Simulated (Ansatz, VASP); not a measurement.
**One calculation of TiB, two programs**

File INCAR:

```
SYSTEM = TiB
PREC = Accurate
ENCUT = 520
EDIFF = 1E-6
ISMEAR = 0
SIGMA = 0.1
LREAL = .FALSE.
LASPH = .TRUE.
NELM = 80
ALGO = Normal
ISIF = 2
LWAVE = .FALSE.
LCHARG = .FALSE.
GGA = PS
NBANDS = 14
```

The input KPOINTS:

```
regular mesh
0
G
  14 14 14
  0 0 0
```

POSCAR

```
TiB
1.0
    0.0000000000      2.3509983265      2.3509983265
    2.3509983265      0.0000000000      2.3509983265
    2.3509983265      2.3509983265      0.0000000000
Ti B
1 1
Direct
    0.7500000000      0.7500000000      0.7500000000
    0.0000000000      0.0000000000      0.0000000000
```

Input for Ansatz:

```yaml
crystal:
  lattice:
    - [0.0, 2.3509983265, 2.3509983265]
    - [2.3509983265, 0.0, 2.3509983265]
    - [2.3509983265, 2.3509983265, 0.0]
  atoms:
    - { symbol: Ti, position: [0.75, 0.75, 0.75] }
    - { symbol: B, position: [0.0, 0.0, 0.0] }
basis:
  ecutwfc: 420
kpoints:
  mp_grid: { grid: [14, 14, 14] }
hamiltonian:
  xc: pbesol
scf:
  occupations: { method: gaussian, width: 0.1 }
output:
  forces: true
  stress: true
  eigenvalues: true
```

Alike in both runs: task single point; functional PBEsol; k mesh 14 × 14 × 14; occupations gaussian, width 0.1 eV; no spin polarisation.

|  | VASP | Ansatz |
| --- | --- | --- |
| version | VASP 6.6.1 | Ansatz 0.2.0 |
| potentials or method | VASP PAW PBE potentials, release 64 (Ti_sv, B) | scalar-relativistic, plane waves, PAW |
| plane-wave cutoff (eV) | 520 | 420 |
| valence electrons in the cell | 15 | 15 |

```csv
,VASP,Ansatz,Ansatz less VASP
gap on the k mesh at the Fermi level (eV),none,none,-
pressure (GPa),17.4,17.4,-0.04
```

A gap of «none» marks a metal or a gap that the smearing closes.

Caveats: so large a pressure means that the cell lies far from this level's equilibrium, or that cutoff or potentials fall short (VASP); the potentials were made for another functional, which shifts forces and pressure (VASP).
